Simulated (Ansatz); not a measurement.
## Au: enthalpies of structure types against pressure

All-electron LAPW in Ansatz 0.2.0 under PBE, scalar-relativistic, energies extrapolated to zero smearing. Each structure type was compressed from its own relaxed volume, symmetry kept and shape relaxed on PAW files, and E(V) was fitted to energies and pressures; H = E + pV has no temperature or zero-point term. Only these types were tried: simple hexagonal (P6/mmm, 15×15×14 mesh, 19.35 Å³/atom at rest); bcc (Im-3m, 16×16×16 mesh, 18.00 Å³/atom at rest); fcc (Fm-3m, 17×17×17 mesh, 17.97 Å³/atom at rest); diamond (Fd-3m, 12×12×12 mesh, 29.26 Å³/atom at rest); sc (Pm-3m, 14×14×14 mesh, 20.75 Å³/atom at rest); hcp (P6_3/mmc, 15×15×8 mesh, 17.99 Å³/atom at rest); beta tin (I4_1/amd, 17×17×17 mesh, 19.72 Å³/atom at rest); dhcp (P6_3/mmc, 12×12×4 mesh, 18.00 Å³/atom at rest); omega (P6/mmm, 9×9×12 mesh, 18.34 Å³/atom at rest). Spin polarisation is left out. Spin–orbit coupling is left out; Fermi–Dirac smearing is 0.05 to 0.1 eV. Enthalpies carry a few meV/atom of noise from meshes and fits.

(1) Which type is lowest at zero pressure, and what follows up to 440 GPa?

Results:

(1) Among the types tried, fcc is lowest at zero pressure and stays so up to 440 GPa. At zero pressure the lead is under 5 meV/atom, within the noise. Enthalpies against fcc:

```json
{"p (GPa)": "0", "simple hexagonal (meV/atom)": "77", "bcc (meV/atom)": "20", "fcc (meV/atom)": "0", "diamond (meV/atom)": "716", "sc (meV/atom)": "199", "hcp (meV/atom)": "2", "beta tin (meV/atom)": "149", "dhcp (meV/atom)": "6", "omega (meV/atom)": "60"}
{"p (GPa)": "13", "simple hexagonal (meV/atom)": "177", "bcc (meV/atom)": "22", "fcc (meV/atom)": "0", "diamond (meV/atom)": "1492", "sc (meV/atom)": "398", "hcp (meV/atom)": "4", "beta tin (meV/atom)": "275", "dhcp (meV/atom)": "8", "omega (meV/atom)": "87"}
{"p (GPa)": "36", "simple hexagonal (meV/atom)": "320", "bcc (meV/atom)": "25", "fcc (meV/atom)": "0", "diamond (meV/atom)": "2542", "sc (meV/atom)": "679", "hcp (meV/atom)": "7", "beta tin (meV/atom)": "454", "dhcp (meV/atom)": "11", "omega (meV/atom)": "124"}
{"p (GPa)": "67", "simple hexagonal (meV/atom)": "481", "bcc (meV/atom)": "29", "fcc (meV/atom)": "0", "diamond (meV/atom)": "3687", "sc (meV/atom)": "988", "hcp (meV/atom)": "8", "beta tin (meV/atom)": "651", "dhcp (meV/atom)": "13", "omega (meV/atom)": "165"}
{"p (GPa)": "130", "simple hexagonal (meV/atom)": "755", "bcc (meV/atom)": "33", "fcc (meV/atom)": "0", "diamond (meV/atom)": "5581", "sc (meV/atom)": "1498", "hcp (meV/atom)": "9", "beta tin (meV/atom)": "978", "dhcp (meV/atom)": "15", "omega (meV/atom)": "230"}
{"p (GPa)": "220", "simple hexagonal (meV/atom)": "1077", "bcc (meV/atom)": "34", "fcc (meV/atom)": "0", "diamond (meV/atom)": "7783", "sc (meV/atom)": "2092", "hcp (meV/atom)": "8", "beta tin (meV/atom)": "1357", "dhcp (meV/atom)": "16", "omega (meV/atom)": "301"}
{"p (GPa)": "330", "simple hexagonal (meV/atom)": "1412", "bcc (meV/atom)": "30", "fcc (meV/atom)": "0", "diamond (meV/atom)": "10046", "sc (meV/atom)": "2707", "hcp (meV/atom)": "6", "beta tin (meV/atom)": "1744", "dhcp (meV/atom)": "14", "omega (meV/atom)": "370"}
{"p (GPa)": "420", "simple hexagonal (meV/atom)": "1654", "bcc (meV/atom)": "24", "fcc (meV/atom)": "0", "diamond (meV/atom)": "11678", "sc (meV/atom)": "3154", "hcp (meV/atom)": "3", "beta tin (meV/atom)": "2021", "dhcp (meV/atom)": "12", "omega (meV/atom)": "417"}
```
